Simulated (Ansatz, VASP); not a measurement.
## I: VASP beside Ansatz

File INCAR:

```
SYSTEM = I
PREC     = Accurate       ! precision mode
ENCUT    = 520            ! plane-wave cutoff, eV
EDIFF    = 1E-6           ! SCF threshold, eV
ISMEAR   = 1              ! smearing method
SIGMA    = 0.01           ! smearing width, eV
LREAL    = .False.        ! projectors in reciprocal space
LASPH    = .True.         ! aspherical terms in the spheres
NELM     = 80             ! most SCF steps
ALGO     = Normal         ! electronic algorithm
ISIF     = 2              ! what is computed and relaxed
LWAVE    = .False.        ! write WAVECAR
LCHARG   = .False.        ! write CHGCAR
GGA      = PS             ! functional
IVDW     = 12             ! dispersion correction
NBANDS   = 10             ! bands
```

KPOINTS

```
regular mesh
0
Gamma
  8 8 8
  0 0 0
```

Contents of POSCAR:

```
I
1.0
   -1.6174600000      1.6174600000      4.2648100000
    1.6174600000     -1.6174600000      4.2648100000
    1.6174600000      1.6174600000     -4.2648100000
I
1
Direct
    0.0000000000      0.0000000000      0.0000000000
```

Input for Ansatz:

```yaml
crystal:
  lattice:
    - [-1.61746, 1.61746, 4.26481]
    - [1.61746, -1.61746, 4.26481]
    - [1.61746, 1.61746, -4.26481]
  atoms:
    - { symbol: I, position: [0.0, 0.0, 0.0] }
basis:
  ecutwfc: 540.0
  xc_grid: 2
kpoints:
  mp_grid:
    grid: [8, 8, 8]
hamiltonian:
  xc: pbesol
  dispersion: d3bj
scf:
  convergence:
    dr2_threshold: 1.0e-09
  occupations:
    method: methfessel_paxton
    width: 0.01
output:
  forces: true
  stress: true
```

Alike in both runs: task single point; functional PBEsol; dispersion D3(BJ); k mesh 8 × 8 × 8; occupations methfessel-paxton of order 1, width 0.01 eV; no spin polarisation.

|  | VASP | Ansatz |
| --- | --- | --- |
| version | VASP 6.6.1 | Ansatz 0.2.0 |
| potentials or method | VASP PAW PBE potentials, release 64 (I) | plane waves, PAW |
| plane-wave cutoff (eV) | 520 | 540 |
| valence electrons in the cell | 7 | 17 |

```csv
,VASP,Ansatz,Ansatz less VASP
pressure (GPa),-2.4,-2.4,+0.01
largest component of the traceless stress (GPa),0.75,0.75,-0.003
dispersion energy (meV/atom),-269.3,-269.4,-0.08
```

The two sets of potentials don't hold the same shells in valence. Ansatz warned: «stress_scf_threshold_loose».

Caveats: the PAW data sets were made with another functional, which shifts forces and pressure a little (VASP); an odd number of electrons without spin polarisation forces a metal; a magnetic or distorted state may lie lower; pairwise dispersion overbinds metals, which lowers pressure and volume. The runs have no spin-orbit coupling, so splittings on I are missing.
